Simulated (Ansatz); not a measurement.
# Cu (Fm-3m) in Ansatz: relaxation of cell and atoms with PBE

Aim: the relaxation of cell and atoms of Cu with PBE.

Everything below comes from runs of Ansatz 0.2.0. Logs are shortened: lines on timing, memory, paths and dates and some standing lists are left out, and cuts for length are marked.

## 1. The crystal as given

It takes space group Fm-3m (No. 225, cubic). Conventional cell: a = 3.615 Å, b = 3.615 Å, c = 3.615 Å, α = 90.00°, β = 90.00°, γ = 90.00°. Cu (site symmetry m-3m) is surrounded by 12 Cu at 2.56 Å.

## 2. Relaxation of cell and atoms, PBE

input.yaml

```yaml
crystal:
  lattice:
    - [0.0, 1.8075, 1.8075]
    - [1.8075, 0.0, 1.8075]
    - [1.8075, 1.8075, 0.0]
  atoms:
    - { symbol: Cu, position: [0.0, 0.0, 0.0] }
kpoints:
  mp_grid: { grid: [13, 13, 13] }
scf:
  occupations: { method: fermi_dirac, width: 0.05 }
hamiltonian:
  xc: pbe
  pseudopotentials: { kind: all_electron, lapw: { basis_error: 0.001 } }
output:
  forces: true
  stress: true
relax:
  f_tol: 0.005
  max_steps: 60
  cell: {}
```

Potentials or basis: all-electron LAPW, scalar-relativistic.

Launch:

```
> ansatz run input.yaml --threads 1 --pin off --max-ram 3072MiB --backend cpu --events-out ev --progress --plain --runs-dir out
```

What it wrote:

```text
Warning: RAYON_NUM_THREADS=1 ignored (pool sized by the plan → 1); use --threads N
The last accepted step is kept in <dir> (removed where the run ends without a failure and the disk answers)
LAPW: plane waves up to 9.112 Å⁻¹, error target 1.0e-3 eV per atom; small_component_spin mean_spin; Cu in spheres of 1.240 Å, 19 of its electrons in bands, Dirac shells [] (how accurate: hamiltonian.pseudopotentials.lapw.basis_error, Limitations)
Engine: ansatz 0.2.0, aarch64-unknown-linux-gnu
Pseudopotentials: kind: all_electron
Pseudopotential: Cu, LAPW, valence charge 19, lapw/all_electron/scalar/gaussian/Cu, Koelling and Harmon's equation, gaussian nucleus
Functional definition: PBE
  parameter kappa = 0.804
  parameter beta = 0.06672455060314922
  exchange = pbe_x(kappa = kappa, mu = beta*pi^2/3)
  correlation = pbe_c(beta = beta)
Crystal: 1 atoms, lattice volume = 11.810 Å³
Basis set: ecut = 316.3505575020605 eV, 169 PW (Γ), exchange–correlation at level 2
Bands: 14, of which v1, the nominal top of the filled ones, is band 10 counted from 1 (9 counted from 0)
Symmetry: 48 space group operations
Space group: Fm-3m (ITA 225), of the structure as read, at distance tolerance 2.3e-5 Å
k-points: 84 of 2197
Non-local potential: Cu, projectors of the file, none
Initial density: superposition of atomic densities (chi_scale 0.1, normalization cell)
Initial wavefunctions: plane waves of lowest kinetic energy (no species holds an atomic orbital)
Functional: x = pbe(κ = 0.804, μ = 0.2195149727645171), c = pbe(β = 0.06672455060314922)
iter 1 solved again at ethr=9.01e-4 eV; its pass at ethr=1.00e-1 eV (dr2=1.71e-1 eV) is discarded
SCF iter   1: F=—  HF=-45035.176045 eV  |F-HF|=—  |Δ(HF+E_count)|=         —  Δρ=5.39e-2  dr2=1.72e-1  ethr=9.01e-4  ⟨swp⟩=2.3  Hψ=8233  notcnv=0
preconditioner: auto → none  [metal: Δε(μ)=0.117 eV  Ē_g=15.885 eV  σ=0.050 eV  W_gap=0.46  n_scr=0 (ndim 8)  ℏωp=35.8 eV  f_vac=0.000  D(μ)=0.33/eV (n_scr^D=0)]
SCF iter   2: F=—  HF=-45035.998661 eV  |F-HF|=—  |Δ(HF+E_count)|=   8.23e-1  Δρ=3.32e-2  dr2=6.66e-2  ethr=9.01e-4  ⟨swp⟩=3.0  Hψ=3944  notcnv=0
iter 3 solved again at ethr=2.00e-6 eV; its pass at ethr=3.51e-4 eV (dr2=3.80e-4 eV) is discarded
SCF iter   3: F=—  HF=-45034.381709 eV  |F-HF|=—  |Δ(HF+E_count)|=    1.62e0  Δρ=2.38e-3  dr2=3.79e-4  ethr=2.00e-6  ⟨swp⟩=2.3  Hψ=5978  notcnv=0
SCF iter   4: F=—  HF=-45034.300660 eV  |F-HF|=—  |Δ(HF+E_count)|=   8.10e-2  Δρ=5.54e-3  dr2=1.75e-3  ethr=2.00e-6  ⟨swp⟩=3.0  Hψ=3894  notcnv=0
SCF iter   5: F=—  HF=-45034.294018 eV  |F-HF|=—  |Δ(HF+E_count)|=   6.64e-3  Δρ=9.34e-4  dr2=4.73e-5  ethr=2.00e-6  ⟨swp⟩=2.6  Hψ=3246  notcnv=0
SCF iter   6: F=—  HF=-45034.293867 eV  |F-HF|=—  |Δ(HF+E_count)|=   1.51e-4  Δρ=2.03e-5  dr2=3.58e-8  ethr=2.49e-7  ⟨swp⟩=2.0  Hψ=3164  notcnv=0
SCF iter   7: F=-45034.293867 eV  HF=-45034.293867 eV  |F-HF|=4.12e-8  |Δ(HF+E_count)|=   3.08e-8  Δρ=5.12e-6  dr2=1.85e-9  ethr=1.88e-10  ⟨swp⟩=3.0  Hψ=3407  notcnv=0
SCF 1 converged in 7 iterations: F = -45034.293867 eV  dr2 = 1.85e-9
relax step   1: F+E_penalty+E_count = -45034.29386689 eV  Δ(F+E_penalty+E_count) = +0.000e0 eV  max|allowed force component| = 0.000e0 eV/Å  Δτ_max = 0.0000 Å  P = +1.642 GPa  Ω = 11.810 Å³  (7 SCF iters, accepted)
Crystal: 1 atoms, lattice volume = 11.877 Å³
Basis set: ecut = 315.1651895320296 eV, 169 PW (Γ), exchange–correlation at level 2
Initial density: handed on by an earlier stage of this run
Initial wavefunctions: those handed on with the density
iter 1 solved again at ethr=7.55e-9 eV; its pass at ethr=1.00e-1 eV (dr2=1.43e-6 eV) is discarded
SCF iter   1: F=—  HF=-45034.294376 eV  |F-HF|=—  |Δ(HF+E_count)|=         —  Δρ=8.78e-5  dr2=4.64e-7  ethr=7.55e-9  ⟨swp⟩=5.0  Hψ=7257  notcnv=0
preconditioner: auto → none  [insulator: Δε(μ)=0.196 eV  Ē_g=16.970 eV  σ=0.050 eV  W_gap=0.53  n_scr=0 (ndim 8)  ℏωp=35.7 eV  f_vac=0.000  D(μ)=0.32/eV (n_scr^D=0)  ε∞_Penn≈5.4]
iter 2 solved again at ethr=3.51e-12 eV; its pass at ethr=2.44e-9 eV (dr2=6.66e-10 eV) is discarded
SCF iter   2: F=—  HF=-45034.294376 eV  |F-HF|=—  |Δ(HF+E_count)|=   2.70e-8  Δρ=3.58e-6  dr2=6.72e-10  ethr=3.51e-12  ⟨swp⟩=2.9  Hψ=5729  notcnv=0
SCF iter   3: F=—  HF=-45034.294376 eV  |F-HF|=—  |Δ(HF+E_count)|=   6.40e-7  Δρ=3.31e-5  dr2=6.46e-8  ethr=3.51e-12  ⟨swp⟩=3.2  Hψ=3806  notcnv=0
SCF iter   4: F=-45034.294376 eV  HF=-45034.294376 eV  |F-HF|=1.54e-8  |Δ(HF+E_count)|=   7.18e-8  Δρ=9.18e-6  dr2=4.78e-9  ethr=3.51e-12  ⟨swp⟩=3.0  Hψ=3636  notcnv=0
SCF 2 converged in 4 iterations: F = -45034.294376 eV  dr2 = 4.78e-9
relax step   2: F+E_penalty+E_count = -45034.29437557 eV  Δ(F+E_penalty+E_count) = -5.087e-4 eV  max|allowed force component| = 0.000e0 eV/Å  Δτ_max = 0.0000 Å  P = +0.808 GPa  Ω = 11.877 Å³  (4 SCF iters, accepted)
Crystal: 1 atoms, lattice volume = 11.942 Å³
Basis set: ecut = 314.0152046805168 eV, 169 PW (Γ), exchange–correlation at level 2
iter 1 solved again at ethr=7.70e-9 eV; its pass at ethr=1.00e-1 eV (dr2=1.46e-6 eV) is discarded
SCF iter   1: F=—  HF=-45034.294544 eV  |F-HF|=—  |Δ(HF+E_count)|=         —  Δρ=9.02e-5  dr2=4.87e-7  ethr=7.70e-9  ⟨swp⟩=5.0  Hψ=7216  notcnv=0
preconditioner: auto → none  [insulator: Δε(μ)=0.196 eV  Ē_g=16.905 eV  σ=0.050 eV  W_gap=0.53  n_scr=0 (ndim 8)  ℏωp=35.6 eV  f_vac=0.000  D(μ)=0.32/eV (n_scr^D=0)  ε∞_Penn≈5.4]
iter 2 solved again at ethr=8.46e-12 eV; its pass at ethr=2.56e-9 eV (dr2=1.61e-9 eV) is discarded
SCF iter   2: F=—  HF=-45034.294544 eV  |F-HF|=—  |Δ(HF+E_count)|=   7.87e-8  Δρ=5.35e-6  dr2=1.62e-9  ethr=8.46e-12  ⟨swp⟩=2.1  Hψ=5500  notcnv=0
SCF iter   3: F=—  HF=-45034.294543 eV  |F-HF|=—  |Δ(HF+E_count)|=   5.96e-7  Δρ=3.48e-5  dr2=7.08e-8  ethr=8.46e-12  ⟨swp⟩=3.0  Hψ=3640  notcnv=0
SCF iter   4: F=-45034.294543 eV  HF=-45034.294543 eV  |F-HF|=2.27e-8  |Δ(HF+E_count)|=   7.03e-8  Δρ=1.06e-5  dr2=6.34e-9  ethr=8.46e-12  ⟨swp⟩=3.0  Hψ=3603  notcnv=0
SCF 3 converged in 4 iterations: F = -45034.294543 eV  dr2 = 6.34e-9
relax step   3: F+E_penalty+E_count = -45034.29454311 eV  Δ(F+E_penalty+E_count) = -1.675e-4 eV  max|allowed force component| = 0.000e0 eV/Å  Δτ_max = 0.0000 Å  P = +0.019 GPa  Ω = 11.942 Å³  (4 SCF iters, accepted)
iter 1 solved again at ethr=3.34e-11 eV; its pass at ethr=1.00e-1 eV (dr2=6.34e-9 eV) is discarded
SCF iter   1: F=—  HF=-45034.294543 eV  |F-HF|=—  |Δ(HF+E_count)|=         —  Δρ=1.06e-5  dr2=6.34e-9  ethr=3.34e-11  ⟨swp⟩=3.1  Hψ=6018  notcnv=0
preconditioner: auto → none  [insulator: Δε(μ)=0.196 eV  Ē_g=16.904 eV  σ=0.050 eV  W_gap=0.53  n_scr=0 (ndim 8)  ℏωp=35.6 eV  f_vac=0.000  D(μ)=0.32/eV (n_scr^D=0)  ε∞_Penn≈5.4]
iter 2 solved again at ethr=1.00e-12 eV; its pass at ethr=3.34e-11 eV (dr2=7.31e-11 eV) is discarded
SCF iter   2: F=-45034.294543 eV  HF=-45034.294543 eV  |F-HF|=4.75e-8  |Δ(HF+E_count)|=  2.47e-10  Δρ=9.93e-7  dr2=7.31e-11  ethr=1.00e-12  ⟨swp⟩=2.0  Hψ=5488  notcnv=0
SCF 4 converged in 2 iterations: F = -45034.294543 eV  dr2 = 7.31e-11
relax step   4: F+E_penalty+E_count = -45034.29454313 eV  Δ(F+E_penalty+E_count) = -1.695e-8 eV  max|allowed force component| = 0.000e0 eV/Å  Δτ_max = 0.0000 Å  P = +0.017 GPa  Ω = 11.942 Å³  stress off target by 1.72e-2 GPa  SCF on the basis re-selected at this cell (its energy is not comparable with the rows above)  (2 SCF iters)
basis re-selected at this cell: Δ(F+E_penalty+E_count) = -1.695e-8 eV, ΔP = -0.002 GPa vs the last step (what re-selecting the basis moved, after the strain that the cell walked since its last selection, with what the two solves' SCF thresholds leave and, on support functions, any second-order correction that the steps lacked; it is no measure of the basis error at this ecutwfc). This SCF's stress stands 1.72e-2 GPa from its target on what of the cell is left free (relax.cell.stress_tol is 5.00e-2 GPa) and its largest allowed force component is 0.00e0 eV/Å (relax.f_tol is 5.00e-3 eV/Å): within both
SCF converged after 2 iterations
Free energy (F): -45034.294543 eV
Harris-Foulkes:  -45034.294543 eV  (|F-HF|=4.75e-8)
Internal energy: -45034.291825 eV  (E = F + TS)
E sigma→0 (E₀):  -45034.293184 eV
Entropy (-TS):   -0.002718 eV (-2.718 meV/atom)
Fermi energy:    16.548496 eV
--- Per-component energies (eV) ---
  E_band       = -366.340941
  E_kinetic    = 45808.165944
  E_xc         = -1840.569235
  E_electrostatic = -89001.888534  (all electrons and nuclei)
  E_smearing   = -0.002718  (= −TS)
  E_closure    = 0.000000  (closes the sum)
  E_atoms      = -45030.532457  (free atoms, spherical and without spin; not in F)
  Σ components = -45034.294543   (vs F -45034.294543, Δ=0.00e0)
  Basis errors (estimates in eV, not in F): energy 2.1e-4 per atom: plane waves 2.1e-4 (1.1e-4 summed), levels above the bands 4.8e-152, relativity 2.0e-8, radial functions 5.8e-6, core shells 3.1e-11; eigenvalues (radial functions only) 1.6e-6; not estimated: angular momenta, meshes, grids; target (lapw.basis_error) 1.0e-3; muffin-tin radii Cu 1.244 Å
--- Forces (eV/Å), atoms counted from 1 ---
  atom   1  Cu     0.00000000    -0.00000000     0.00000000
  max |Σ_I F_I| component: 7.19e-33 eV/Å
--- Stress (GPa, compression-positive) ---
        0.017194       0.000000       0.000000
        0.000000       0.017194      -0.000000
        0.000000      -0.000000       0.017194
  P = ⅓ Tr σ = 0.0172 GPa (0.172 kbar)
--- Relaxed structure (3 steps of the walk, 3 accepted, 1 SCFs on fresh bases) ---
  F+E_penalty+E_count = -45034.29454313 eV   max|allowed force component| = 0.000e0 eV/Å   (the final SCF, on the basis selected at the relaxed cell)
  cell:  # Å, volume = 11.9424 Å³
    - [1.484823256460981e-34, 1.8142088009824615, 1.8142088009824615]
    - [1.8142088009824615, 1.0549012411854151e-34, 1.8142088009824615]
    - [1.8142088009824615, 1.8142088009824615, 2.659147279667386e-34]
  atoms:
    - { symbol: Cu, position: [0.0, 0.0, 0.0] }
```

It took 15 s on 1 thread of Arm Neoverse V2, shared host; peak memory 0.27 GiB.

What came out:

```yaml
Free_energy: -45034.2945 eV
Relaxed_volume: 11.94 Å³/atom
Relaxed_cell: a = 2.566 Å, b = 2.566 Å, c = 2.566 Å, α = 60.00°, β = 60.00°, γ = 60.00°
Space_group_after_relaxing_to_0.05_Å: Fm-3m (No. 225)
Energy_gained_by_relaxing: 0.7 meV/atom
Ionic_steps: 4
Pressure_after_relaxing: 0.0 GPa
```

The path:
| step | energy change (eV) | largest force (eV/Å) | volume (Å³) |
| --- | --- | --- | --- |
| 1 | 0.0000 | 0.0000 | 11.81 |
| 2 | -0.0005 | 0.0000 | 11.88 |
| 3 | -0.0007 | 0.0000 | 11.94 |
| 4 | -0.0007 | 0.0000 | 11.94 |

Final structure:
```xyz
1
Lattice="0.0000 1.8142 1.8142 1.8142 0.0000 1.8142 1.8142 1.8142 0.0000" Properties=species:S:1:pos:R:3 pbc="T T T"
Cu    0.0000    0.0000    0.0000
```

PBE usually gives volumes a little too large and moduli too small. Zero-point motion and thermal expansion aren't in these numbers.
